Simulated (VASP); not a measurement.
# BiTe (Fm-3m) in VASP: further runs

The runs below take BiTe through single point, with PBE, LDA.

All numbers are computed with VASP 6.6.1; they aren't measurements. Logs are shortened: lines on timing, memory, paths and dates and some standing lists are left out, and cuts for length are marked.

## 1. Starting point

The structure is cubic, space group Fm-3m (No. 225). Conventional cell: a = 6.502 Å, b = 6.502 Å, c = 6.502 Å, α = 90.00°, β = 90.00°, γ = 90.00°. Bi (site symmetry m-3m) is surrounded by 6 Te at 3.25 Å. Around Te (site symmetry m-3m) lie 6 Bi at 3.25 Å.

## 2. Single point, PBE (strained and moved within the space group)

INCAR

```
SYSTEM = BiTe
ALGO = Fast ; EDIFF = 1E-6
ENCUT = 520 ; GGA = PE
ISIF = 2 ; ISMEAR = 0
LASPH = .TRUE. ; LCHARG = .FALSE.
LREAL = .FALSE. ; LWAVE = .FALSE.
NBANDS = 18 ; NELM = 100
PREC = Accurate ; SIGMA = 0.1
```

KPOINTS

```
k-points
0
G
  12 12 12
  0 0 0
```

POSCAR

```
BiTe
1.0
    0.0000000000      3.2855630500      3.2855630500
    3.2855630500      0.0000000000      3.2855630500
    3.2855630500      3.2855630500      0.0000000000
Bi Te
1 1
Direct
    0.0000000000      0.0000000000      0.0000000000
    0.5000000000      0.5000000000      0.5000000000
```

Potentials or basis: VASP PAW PBE potentials, release 64 (Bi_d, Te).

The run is started by

```bash
> cat potpaw_PBE.64/Bi_d/POTCAR potpaw_PBE.64/Te/POTCAR > POTCAR
> mpirun -np 1 vasp_std > vasp.out
```

OUTCAR:

```text
SYSTEM = BiTe
   EDIFF = 1E-6
   ENCUT = 520
   GGA = PE
   ISIF = 2
   ISMEAR = 0
   LASPH = .TRUE.
   LREAL = .FALSE.
   NELM = 100
   PREC = Accurate

 ion  position               nearest neighbor table
   1  0.000  0.000  0.000-   2 3.29   2 3.29   2 3.29   2 3.29   2 3.29   2 3.29
   2  0.500  0.500  0.500-   1 3.29   1 3.29   1 3.29   1 3.29   1 3.29   1 3.29

  LATTYP: Found a face centered cubic cell.
 ALAT       =     6.5711261000

  Lattice vectors:

 A1 = (   0.0000000000,   3.2855630500,   3.2855630500)
 A2 = (   3.2855630500,   0.0000000000,   3.2855630500)
 A3 = (   3.2855630500,   3.2855630500,   0.0000000000)

Analysis of symmetry for initial positions (statically):
=====================================================================
 Subroutine PRICEL returns:
 Original cell was already a primitive cell.

 Routine SETGRP: Setting up the symmetry group for a
 face centered cubic supercell.

 Subroutine GETGRP returns: Found 48 space group operations
 (whereof 48 operations were pure point group operations)
 out of a pool of 48 trial point group operations.

The static configuration has the point symmetry O_h .

Analysis of symmetry for dynamics (positions and initial velocities):
=====================================================================
 Subroutine PRICEL returns:
 Original cell was already a primitive cell.

 Routine SETGRP: Setting up the symmetry group for a
 face centered cubic supercell.

 Subroutine GETGRP returns: Found 48 space group operations
 (whereof 48 operations were pure point group operations)
 out of a pool of 48 trial point group operations.

The dynamic configuration has the point symmetry O_h .

 Subroutine INISYM returns: Found 48 space group operations
 (whereof 48 operations are pure point group operations),
 and found     1 'primitive' translations

----------------------------------------------------------------------------------------

                                     Primitive cell

  volume of cell :      70.9348

  direct lattice vectors                    reciprocal lattice vectors
     0.000000000  3.285563050  3.285563050    -0.152180918  0.152180918  0.152180918
     3.285563050  0.000000000  3.285563050     0.152180918 -0.152180918  0.152180918
     3.285563050  3.285563050  0.000000000     0.152180918  0.152180918 -0.152180918

  length of vectors
     4.646487825  4.646487825  4.646487825     0.263585081  0.263585081  0.263585081

  position of ions in fractional coordinates (direct lattice)
     0.000000000  0.000000000  0.000000000
     0.500000000  0.500000000  0.500000000

  ion indices of the primitive-cell ions
   primitive index   ion index
                 1           1
                 2           2

----------------------------------------------------------------------------------------

 KPOINTS: k-points

Automatic generation of k-mesh.
 Grid dimensions read from file:
 generate k-points for:   12   12   12

 Generating k-lattice:

  Cartesian coordinates                     Fractional coordinates (reciprocal lattice)
    -0.012681743  0.012681743  0.012681743     0.083333333  0.000000000  0.000000000
     0.012681743 -0.012681743  0.012681743     0.000000000  0.083333333  0.000000000
     0.012681743  0.012681743 -0.012681743     0.000000000  0.000000000  0.083333333

  Length of vectors
     0.021965423  0.021965423  0.021965423

  Shift w.r.t. Gamma in fractional coordinates (k-lattice)
     0.000000000  0.000000000  0.000000000

 Subroutine IBZKPT returns following result:
 ===========================================

 Found     72 irreducible k-points:

 Following reciprocal coordinates:
            Coordinates               Weight
  0.000000  0.000000  0.000000      1.000000
  0.083333  0.000000  0.000000      8.000000
  0.166667  0.000000  0.000000      8.000000
  0.250000  0.000000  0.000000      8.000000
  0.333333  0.000000  0.000000      8.000000
  0.416667  0.000000  0.000000      8.000000
[... 16 lines left out ...]
  0.500000  0.166667  0.000000     24.000000
 -0.416667  0.166667  0.000000     24.000000
 [... further k-points ...]
   k-points           NKPTS =     72   k-points in BZ     NKDIM =     72   number of bands    NBANDS=     18
   number of dos      NEDOS =    301   number of ions     NIONS =      2
   total plane-waves  NPLWV =  46656
   dimension x,y,z NGX =    36 NGY =   36 NGZ =   36
   dimension x,y,z NGXF=    72 NGYF=   72 NGZF=   72
   ions per type =               1   1
   NGX,Y,Z   is equivalent  to a cutoff of  12.88, 12.88, 12.88 a.u.
   NGXF,Y,Z  is equivalent  to a cutoff of  25.76, 25.76, 25.76 a.u.
 SYSTEM =  BiTe
   PREC   = accura    normal or accurate (medium, high low for compatibility)
   ISTART =      0    job   : 0-new  1-cont  2-samecut
   ICHARG =      2    charge: 1-file 2-atom 10-const
   ISPIN  =      1    spin polarized calculation?
   LNONCOLLINEAR =      F non collinear calculations
   LSORBIT =      F    spin-orbit coupling
   LASPH  =      T    aspherical Exc in radial PAW
   ENCUT  =  520.0 eV  38.22 Ry    6.18 a.u.   8.64  8.64  8.64*2*pi/ulx,y,z
   NELM   =    100;   NELMIN=  2; NELMDL= -5     # of ELM steps
   EDIFF  = 0.1E-05   stopping-criterion for ELM
   LREAL  =      F    real-space projection
   EDIFFG = 0.1E-04   stopping-criterion for IOM
   NSW    =      0    number of steps for IOM
   IBRION =     -1    ionic relax: 0-MD 1-quasi-New 2-CG
   NFREE  =      0    steps in history (QN), initial steepest desc. (CG)
   ISIF   =      2    stress and relaxation
   ISYM   =      2    0-nonsym 1-usesym 2-fastsym
   POTIM  = 0.5000    time-step for ionic-motion
   TEBEG  =    0.0;   TEEND  =   0.0 temperature during run
   PSTRESS=    0.0 pullay stress
   NELECT =      21.0000    total number of electrons
   NUPDOWN=      -1.0000    fix difference up-down
   EMIN   =  10.00;   EMAX   =-10.00  energy-range for DOS
   EFERMI =   0.00;   METHOD = LEGACY
   ISMEAR =     0;   SIGMA  =   0.10  broadening in eV -4-tet -1-fermi 0-gaus
   EFERMI_NEDOS =   21; number of points for ismear=-14 and -15
   IALGO  =     68    algorithm
   IMIX   =      4    mixing-type and parameters
     AMIX     =   0.40;   BMIX     =  1.00
     AMIX_MAG =   1.60;   BMIX_MAG =  1.00
  volume/ion in A,a.u.               =      35.47       239.35
  Fermi-wavevector in a.u.,A,eV,Ry     =   1.091092  2.061865 16.197494  1.190482
  Thomas-Fermi vector in A             =   2.227330
   LORBIT       =      0    0 simple, 1 ext, 2 COOP (PROOUT), +10 PAW based schemes
   GGA     = PE    functional components
   LHFCALC =     F    Hartree Fock is set to
   AEXX    =    0.0000 exact exchange contribution
   IVDW    =     0    specifies the selected vdW correction
   LEPSILON=     F    determine dielectric tensor
   LRPA    =     F    only Hartree local field effects (RPA)
 non-spin polarized calculation
 RMM-DIIS sequential band-by-band and
 Gauss-broadening in eV      SIGMA  =   0.10
  energy-cutoff  :      520.00
  volume of cell :       70.93
 maximum number of plane-waves:      1932
   NGX = 17   NGY = 17   NGZ = 17

 number of electron      20.9999996 magnetization

 Free energy of the ion-electron system (eV)
  ---------------------------------------------------
  ext. energy  EPLUGINS =         0.00000000
  ---------------------------------------------------
  free energy    TOTEN  =        -7.16943271 eV

  energy without entropy =       -7.16237578  energy(sigma->0) =       -7.16590424

 E-fermi :   6.0896     XC(G=0):  -9.2284

 val. band max:        6.0664611108   @ k =  -0.4167   0.2500   0.0833
 cond. band min:       6.1035729962   @ k =   0.2500   0.1667   0.0000
 fundamental gap:      0.0371118854
 Fermi energy:         6.0896198452

 k-point     1 :       0.0000    0.0000    0.0000
  band No.  band energies     occupation
      1     -17.0381      2.00000
      2     -17.0381      2.00000
      3     -17.0374      2.00000
      4     -17.0374      2.00000
      5     -17.0374      2.00000
      6      -7.1142      2.00000
[... 10 lines left out ...]
     17      11.9946      0.00000
     18      12.7140      0.00000

 k-point     2 :       0.0833    0.0000    0.0000
  band No.  band energies     occupation
      1     -17.0383      2.00000
      2     -17.0383      2.00000
      3     -17.0373      2.00000
      4     -17.0371      2.00000
      5     -17.0371      2.00000
      6      -7.0559      2.00000
[... 10 lines left out ...]
     17      12.4129      0.00000
     18      13.0575      0.00000

 k-point     3 :       0.1667    0.0000    0.0000
  band No.  band energies     occupation
      1     -17.0390      2.00000
      2     -17.0390      2.00000
      3     -17.0370      2.00000
      4     -17.0360      2.00000
      5     -17.0360      2.00000
      6      -6.8822      2.00000
[... 10 lines left out ...]
     17      13.4082      0.00000
     18      13.9283      0.00000

 k-point     4 :       0.2500    0.0000    0.0000
  band No.  band energies     occupation
      1     -17.0399      2.00000
      2     -17.0399      2.00000
      3     -17.0367      2.00000
      4     -17.0345      2.00000
      5     -17.0345      2.00000
      6      -6.5969      2.00000
[... 375 lines left out ...]
      4     -17.0328      2.00000
      5     -17.0315      2.00000
      6      -5.9112      2.00000
[... 10 lines left out ...]
     17      14.5475      0.00000
     18      15.4323      0.00000

 k-point    23 :       0.5000    0.1667    0.0000
  band No.  band energies     occupation
      1     -17.0433      2.00000
      2     -17.0398      2.00000
      3     -17.0357      2.00000
      4     -17.0325      2.00000
      5     -17.0311      2.00000
      6      -5.4503      2.00000
[... 10 lines left out ...]
     17      14.7650      0.00000
     18      15.5825      0.00000

 k-point    24 :      -0.4167    0.1667    0.0000
  band No.  band energies     occupation
      1     -17.0428      2.00000
      2     -17.0405      2.00000
      3     -17.0351      2.00000
      4     -17.0325      2.00000
      5     -17.0316      2.00000
      6      -5.2665      2.00000
[... 10 lines left out ...]
     17      15.4177      0.00000
     18      16.5843      0.00000

 [... further k-points ...]
[... 5 lines left out ...]
  --------------------------------------------------------------------------------------
  -------------------------------------------------------------------------------------
  Total       -0.6302004     -0.6302004     -0.6302004      0.0000000      0.0000000     -0.0000000
  in kB      -14.2340935    -14.2340935    -14.2340935      0.0000000      0.0000000     -0.0000000
  external PRESSURE =     -14.2340935 kB  Pullay stress =       0.0000000 kB

 VOLUME and BASIS-vectors are now :
 -----------------------------------------------------------------------------
  energy-cutoff  :      520.00
  volume of cell :       70.93
      direct lattice vectors                 reciprocal lattice vectors
     0.000000000  3.285563050  3.285563050    -0.152180918  0.152180918  0.152180918
     3.285563050  0.000000000  3.285563050     0.152180918 -0.152180918  0.152180918
     3.285563050  3.285563050  0.000000000     0.152180918  0.152180918 -0.152180918

 POSITION                                       TOTAL-FORCE (eV/Angst)
 -----------------------------------------------------------------------------------
      0.00000      0.00000      0.00000         0.000000     -0.000000      0.000000
      3.28556      3.28556      3.28556        -0.000000      0.000000     -0.000000
 -----------------------------------------------------------------------------------
    total drift:                               -0.000000      0.000000      0.000000

  FREE ENERGIE OF THE ION-ELECTRON SYSTEM (eV)
  ---------------------------------------------------
  free  energy   TOTEN  =        -7.1694327069 eV

  energy  without entropy=       -7.1623757822  energy(sigma->0) =       -7.16590424
```

Run time: 36 s. Hardware: 1 thread of Intel Xeon 6975P-C (Granite Rapids), shared host; peak memory 0.26 GiB.

Results:

| Quantity | Value |
| --- | --- |
| Free energy | -7.1694 eV |
| Pressure | -1.4 GPa |
| Band gap on the k mesh | none (metal or under the smearing width) |

Levels at points of the mesh, in eV from the Fermi level:
```tsv
k point	band 6	band 7	band 8	band 9	band 10	band 11	band 12	band 13	band 14	band 15
(0.00, 0.00, 0.00)	-13.20	-8.29	-2.42	-2.42	-2.42	2.06	2.06	2.06	4.75	4.75
(0.50, 0.00, 0.00)	-11.38	-11.09	-1.82	-1.82	-1.60	-0.79	-0.55	-0.55	7.23	7.65
(0.50, 0.50, 0.00)	-11.59	-9.94	-5.34	-3.79	-3.79	2.42	3.38	3.38	4.63	8.55
```

Caveat: spin-orbit coupling is left out, which moves the levels of the heavy elements.

## 3. Single point, LDA (functional LDA, strained and moved within the space group)

INCAR

```
ALGO = Fast
EDIFF = 1E-7
ENCUT = 520
GGA = CA
ISIF = 2
ISMEAR = 0
LASPH = T
LCHARG = T
LELF = T
LREAL = F
LVHAR = T
LWAVE = F
NBANDS = 18
NELM = 100
PREC = Accurate
SIGMA = 0.1
```

KPOINTS

```
k-points
0
Gamma
  12 12 12
```

POSCAR

```
BiTe
1.0
    0.0000000000      3.1152726500      3.1152726500
    3.1152726500      0.0000000000      3.1152726500
    3.1152726500      3.1152726500      0.0000000000
Bi Te
1 1
Direct
    0.0000000000      0.0000000000      0.0000000000
    0.5000000000      0.5000000000      0.5000000000
```

Potentials or basis: VASP PAW LDA potentials, release 64 (Bi_d, Te).

The run is started by

```bash
> cat potpaw_LDA.64/Bi_d/POTCAR potpaw_LDA.64/Te/POTCAR > POTCAR
> mpirun -np 1 vasp_std > vasp.out
```

OUTCAR:

```text
EDIFF = 1E-7
   ENCUT = 520
   GGA = CA
   ISIF = 2
   ISMEAR = 0
   LASPH = T
   LREAL = F
   NELM = 100
   PREC = Accurate

 ion  position               nearest neighbor table
   1  0.000  0.000  0.000-   2 3.12   2 3.12   2 3.12   2 3.12   2 3.12   2 3.12
   2  0.500  0.500  0.500-   1 3.12   1 3.12   1 3.12   1 3.12   1 3.12   1 3.12

  LATTYP: Found a face centered cubic cell.
 ALAT       =     6.2305453000

  Lattice vectors:

[... 693 lines left out ...]

------------------------ aborting loop because EDIFF is reached ----------------------------------------

  FORCE on cell =-STRESS in cart. coord.  units (eV):
  Direction    XX          YY          ZZ          XY          YZ          ZX
  --------------------------------------------------------------------------------------
  -------------------------------------------------------------------------------------
  Total        1.4384498      1.4384498      1.4384498      0.0000000      0.0000000      0.0000000
  in kB       38.1142257     38.1142257     38.1142257      0.0000000      0.0000000      0.0000000
  external PRESSURE =      38.1142257 kB  Pullay stress =       0.0000000 kB

 VOLUME and BASIS-vectors are now :
 -----------------------------------------------------------------------------
  energy-cutoff  :      520.00
  volume of cell :       60.47
      direct lattice vectors                 reciprocal lattice vectors
     0.000000000  3.115272650  3.115272650    -0.160499595  0.160499595  0.160499595
     3.115272650  0.000000000  3.115272650     0.160499595 -0.160499595  0.160499595
     3.115272650  3.115272650  0.000000000     0.160499595  0.160499595 -0.160499595

 POSITION                                       TOTAL-FORCE (eV/Angst)
 -----------------------------------------------------------------------------------
      0.00000      0.00000      0.00000         0.000000      0.000000     -0.000000
      3.11527      3.11527      3.11527         0.000000     -0.000000      0.000000
 -----------------------------------------------------------------------------------
    total drift:                               -0.000000      0.000000      0.000000

  FREE ENERGIE OF THE ION-ELECTRON SYSTEM (eV)
  ---------------------------------------------------
  free  energy   TOTEN  =        -8.4844911499 eV

  energy  without entropy=       -8.4794311190  energy(sigma->0) =       -8.48196113
```

stdout:

```text
POSCAR found type information on POSCAR BiTe
 POSCAR found :  2 types and       2 ions
 scaLAPACK will be used
 LDA part: xc-table for (Slater(with rela. corr.)+CA(PZ))
 , standard interpolation
 POSCAR, INCAR and KPOINTS ok, starting setup
 FFT: planning ... GRIDC
 FFT: planning ... GRID_SOFT
 FFT: planning ... GRID
 WAVECAR not read
 entering main loop
```

Wall time 39 s (1 thread of Intel Xeon 6975P-C (Granite Rapids), shared host); peak memory 0.22 GiB.

Results:

```
Free energy            : -8.4845 eV
Pressure               : 3.8 GPa
Band gap on the k mesh : none (metal or under the smearing width)
```

Caveat: spin-orbit coupling is left out, which moves the levels of the heavy elements.

(Continued in part 2 of 2.)
